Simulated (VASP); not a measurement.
## LiH in VASP 6.6.1, single-point calculation

INCAR

```
IBRION = -1
GGA = PE
NBANDS = 9
LWAVE = .FALSE.
NELECT = 3.9
LCHARG = .FALSE.
NELM = 120
ISIF = 2
ALGO = Fast
ISMEAR = -1
SIGMA = 0.02
LREAL = .FALSE.
NSW = 0
PREC = Accurate
EDIFF = 1E-7
IVDW = 11
LASPH = .TRUE.
ENCUT = 520
```

KPOINTS

```
KPOINTS created by Atomic Simulation Environment
0
Gamma
10 10 10
0 0 0
```

POSCAR

```
Li H
 1.0000000000000000
     0.0200299484000000    2.0230247895000000    2.0230247895000000
     2.0230247895000000    0.0200299484000000    2.0230247895000000
     2.0230247895000000    2.0230247895000000    0.0200299484000000
 Li  H
   1   1
Cartesian
  0.0000000000000000  0.0000000000000000  0.0000000000000000
  2.0330397636999988  2.0330397636999988  2.0330397636999997
```

The recommended PBE PAW datasets give the neutral cell 4 valence electrons.

Command

```
mpirun -np 1 vasp_std
```

Task: Predict the outcome of this run.

Result: It converged. Results: pressure -7.4 GPa.

OSZICAR

```
N       E                     dE             d eps       ncg     rms          rms(c)
DAV:   1    -0.190578085745E+01   -0.19058E+01   -0.94213E+02  2120   0.288E+02
DAV:   2    -0.618206277320E+01   -0.42763E+01   -0.41935E+01  2968   0.526E+01
DAV:   3    -0.624097458741E+01   -0.58912E-01   -0.58771E-01  2511   0.509E+00
DAV:   4    -0.624127557073E+01   -0.30098E-03   -0.30096E-03  2947   0.331E-01
DAV:   5    -0.624127682048E+01   -0.12498E-05   -0.12496E-05  2479   0.161E-02    0.243E+00
RMM:   6    -0.614687914599E+01    0.94398E-01   -0.12549E-02  2711   0.646E-01    0.131E+00
RMM:   7    -0.610117929050E+01    0.45700E-01   -0.37944E-02  3137   0.102E+00    0.208E-01
RMM:   8    -0.610261518963E+01   -0.14359E-02   -0.23257E-03  3016   0.321E-01    0.153E-01
RMM:   9    -0.610218642667E+01    0.42876E-03   -0.12263E-03  3262   0.200E-01    0.185E-02
RMM:  10    -0.610225779508E+01   -0.71368E-04   -0.43903E-04  3390   0.112E-01    0.350E-02
RMM:  11    -0.610228052338E+01   -0.22728E-04   -0.16312E-04  3434   0.605E-02    0.298E-02
RMM:  12    -0.610228091986E+01   -0.39648E-06   -0.46852E-05  3379   0.308E-02    0.214E-02
RMM:  13    -0.610228158686E+01   -0.66699E-06   -0.16656E-05  3365   0.166E-02    0.180E-02
RMM:  14    -0.610227782639E+01    0.37605E-05   -0.50983E-06  2923   0.132E-02    0.270E-03
RMM:  15    -0.610227807094E+01   -0.24455E-06   -0.14312E-06  3052   0.665E-03    0.283E-03
RMM:  16    -0.610227827883E+01   -0.20789E-06   -0.72610E-07  2629   0.385E-03    0.184E-03
RMM:  17    -0.610227832336E+01   -0.44534E-07   -0.23863E-07  2380   0.218E-03
   1 F= -.63119663E+01 E0= -.63114740E+01  d E =-.984667E-03
```

The cell is charged and sits in a uniform background.

For comparison, a separate PBE run of the intended cell, on usual settings and not on those above, gives a gap of 2.99 eV on its mesh and a pressure of -0.7 GPa.
